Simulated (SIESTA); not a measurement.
The system is Bi2TeSe2 (Skippenite).

```xyz
5
Lattice="2.0915 1.2075 9.7123 -2.0915 1.2075 9.7123 0.0000 -2.4151 9.7123" Properties=species:S:1:pos:R:3 pbc="T T T"
Bi    0.0000    0.0000   17.5387
Bi    0.0000    0.0000   11.5983
Te    0.0000    0.0000    0.0000
Se    0.0000    0.0000   22.9716
Se    0.0000    0.0000    6.1654
```

Base run:

* Program: SIESTA 5.4.2
* Functional: PBEsol
* Potentials or basis: PseudoDojo 0.4 standard (PBEsol files)
* Basis: DZP (energy shift 0.003 Ry; two zetas on semicore shells)
* Grid cutoff: 500 Ry
* Energy shift: 0.003 Ry
* k mesh: 7 × 7 × 7
* Occupations: fermi-dirac, width 0.05 eV
* Spin: no spin polarisation

Its results: band gap on the k mesh 0.44 eV, direct; pressure 3.4 GPa; largest force 1.617 eV/Å.

The run is repeated on the same cell with these changes: functional from PBEsol to LDA; potentials or basis from PseudoDojo 0.4 standard (PBEsol files) to PseudoDojo 0.4 standard (LDA files). What comes out?

Band gap on the k mesh 0.40 eV, direct; pressure 1.9 GPa; largest force 1.601 eV/Å.

Caveats: spin-orbit coupling is left out, which as a rule narrows the gap of such compounds by several tenths of an eV; the basis of atomic orbitals isn't converged, which shifts pressures, moduli and gaps; forces of over 1 eV/Å show positions far from the minimum, so gaps and moduli don't describe the material at rest.
